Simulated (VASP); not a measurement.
Mo3P2: single point with PBE

Crystal: Mo3P2.

```
Mo P
1.0
     0.00000    2.52354    6.82061
     4.22497    0.00000    6.82061
     4.22497    2.52354    0.00000
Mo P
6 4
Direct
  0.54717 0.23220 0.45283
  0.76780 0.45283 0.23220
  0.45283 0.76780 0.54717
  0.23220 0.54717 0.76780
  0.81387 0.81387 0.18613
  0.18613 0.18613 0.81387
  0.78411 0.21589 0.78411
  0.21589 0.78411 0.21589
  0.25000 0.25000 0.25000
  0.75000 0.75000 0.75000
```

The cell was built by a generator and needn't be a form met in nature.

```yaml
Program: VASP 6.6.1
Task: single point
Functional: PBE
Potentials_or_basis: VASP PAW PBE potentials, release 64 (Mo_sv, P)
Cutoff: 520 eV
k_mesh: 4 × 4 × 4
Occupations: gaussian, width 0.1 eV
Spin: no spin polarisation
Dipole_correction: no
Further_INCAR_settings: ALGO = Fast; EDIFF = 1e-06; NBANDS = 63
```

- Pressure: 0.3 GPa
- Largest force: 0.056 eV/Å
- Band gap on the k mesh: none (metal or under the smearing width)

Forces in eV/Å, atoms in the order of the input:
```
Mo  -0.002  0.000  0.003
Mo  -0.002  0.000 -0.003
Mo   0.002  0.000 -0.003
Mo   0.002  0.000  0.003
Mo   0.000  0.000 -0.004
Mo   0.000  0.000  0.004
P    0.000  0.056  0.000
P    0.000 -0.056  0.000
P    0.000  0.000  0.000
P    0.000  0.000  0.000
```

Stress tensor (GPa, compression positive):
```
0.41 0.00 0.00
0.00 0.02 0.00
0.00 0.00 0.36
```

Levels at points of the mesh, in eV from the Fermi level:
```
           k point  band 50  band 51  band 52  band 53  band 54  band 55
(0.00, 0.00, 0.00)    -0.57    -0.18     0.19     0.27     0.74     0.74
(0.50, 0.00, 0.00)    -0.20    -0.20     0.18     0.21     0.42     0.71
(0.50, 0.50, 0.00)    -0.72    -0.71    -0.42    -0.32     0.05     0.17
(0.50, 0.00, 0.50)    -0.82    -0.78    -0.31    -0.29    -0.23     0.66
(0.00, 0.50, 0.50)    -0.77    -0.25     0.12     0.18     0.27     0.86
```

Wall time 2.6 min on 1 thread of Intel(R) Xeon(R) 6975P-C (Granite Rapids), on a shared host, peak memory 0.39 GiB.

Caveat: the k mesh is coarse (spacing up to 0.38 Å⁻¹), so the values aren't converged.
